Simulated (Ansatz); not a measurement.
A series in volume per atom on P

Results calculated with Ansatz 0.2.0, not measured. Periodic Kohn-Sham DFT of a crystal at fixed atoms; pressure and stress are positive in compression; the energy is the free energy less that of spherical unpolarised free atoms; site moments are those in the method's own spheres, positive along +z.

Cell of the first row (space group Fm-3m, No. 225):
```
CELL_PARAMETERS angstrom
0.00000 1.89860 1.89860
1.89860 0.00000 1.89860
1.89860 1.89860 0.00000
ATOMIC_POSITIONS crystal
P 0.00000 0.00000 0.00000
```

Settings of every row: method frozen-core PAW; functional PBE; relativity scalar; k mesh 20x20x20; filling fermi-dirac; smearing width 0.05 eV; wave cutoff 420 eV; paw set soft_2.

Atom start moment: 0 on all atoms.

Limits: the cell comes from a prototype or a list of computed structures and needn't be the stable phase.

```csv
row,volume per atom (Å³),pressure (GPa)
1,13.689,6.198
2,14.264,?
3,14.555,0.039
4,14.846,-1.711
5,15.428,-4.741
```

Question: what pressure should row 2 give?

Worked fit of pressure. Take u = (V_r/V)^(2/3) − 1 with V_r = 14.7 Å³ an atom, which is twice the finite (Eulerian) strain; such expansions in the strain, on which the Birch-Murnaghan equation of state is built, carry the rest volume and the bulk modulus. The shown rows have u = 0.04865, 0.00663, -0.00657, -0.03171. Least squares give pressure = −0.8514 + 131.477 × u + 276.25 × u² GPa; a straight line predicts inner rows, each left out in turn, worse (root mean square 0.28 against 0.015 GPa). The rows lie off it by -0.001, 0.007, -0.008, 0.002 (root mean square 0.0054 GPa). The pressure vanishes at u = 0.0064, or V = 14.56 Å³ an atom, and there the bulk modulus at fixed shape and fractions is B = −V dP/dV = (2/3)(1 + u) dP/du = 90.6 GPa. The withheld row has u = 0.02028, so the fit gives −0.8514 + 131.477 × (0.02028) + 276.25 × (0.02028)² = 1.929 GPa.

The calculation gave 1.915 GPa. The fit lies 0.014 GPa (0.13 % of the column's range) above it; its largest miss of a shown row is 0.008 GPa.
